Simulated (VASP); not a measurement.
Wanted: the native input for a VASP 6.6.1 run.

| Quantity | Value |
| --- | --- |
| Task | relaxation of cell and atoms |
| Functional | LDA |
| Potentials or basis | VASP PAW LDA potentials, release 64 (In_d, P) |
| Cutoff | 600 eV |
| k mesh | 8 × 8 × 8 |
| Occupations | fermi-dirac, width 0.05 eV |
| Spin | no spin polarisation |
| Target pressure | 20 GPa |
| Further INCAR settings | ALGO = Fast; EDIFF = 1e-06; IBRION = 2; EDIFFG = -0.02; NSW = 60; ISIF = 3 |
| Target pressure | 20 GPa |

The structure of InP lies in POSCAR:

```
InP
1.0
    0.0000000000      2.9305000000      2.9305000000
    2.9305000000      0.0000000000      2.9305000000
    2.9305000000      2.9305000000      0.0000000000
In P
1 1
Direct
    0.0000000000      0.0000000000      0.0000000000
    0.7500000000      0.7500000000      0.7500000000
```

One way to write it, as run:

INCAR

```
SYSTEM = InP
  PREC = Accurate
  ENCUT = 600
  EDIFF = 1E-6
  ISMEAR = -1
  SIGMA = 0.05
  LREAL = .False.
  LASPH = .True.
  NELM = 80
  ALGO = Fast
  ISIF = 3
  LWAVE = .False.
  LCHARG = .False.
  GGA = CA
  IBRION = 2
  NSW = 60
  EDIFFG = -0.02
  PSTRESS = 200
```

KPOINTS

```
Automatic mesh
0
Gamma
  8 8 8
  0 0 0
```

Potentials or basis: VASP PAW LDA potentials, release 64 (In_d, P).

Command:

```bash
$ cat potpaw_LDA.64/In_d/POTCAR potpaw_LDA.64/P/POTCAR > POTCAR
$ mpirun -np 1 vasp_std > vasp.out
```

It gave:

The relaxed volume is 20.59 Å³/atom. The relaxed cell is a = 3.876 Å, b = 3.876 Å, c = 3.876 Å, α = 60.00°, β = 60.00°, γ = 60.00°, the space group after relaxing (to 0.05 Å) is F-43m (No. 216) and the energy change on relaxing (the enthalpy is what falls) is +216.9 meV/atom. The ionic steps are 5, the pressure after relaxing is 19.9 GPa and the band gap on the k mesh is 1.20 eV, indirect (least direct gap 1.56 eV).

Caveat: the cell is relaxed towards a set pressure, so the enthalpy falls and the energy may rise; the volume moved by over 15 % at a fixed basis, so the end points are rough; spin-orbit coupling is left out, which moves the levels of the heavy elements.

Run time: 66 s on 1 thread of Intel(R) Xeon(R) 6975P-C (Granite Rapids), on a shared host, peak memory 0.19 GiB.
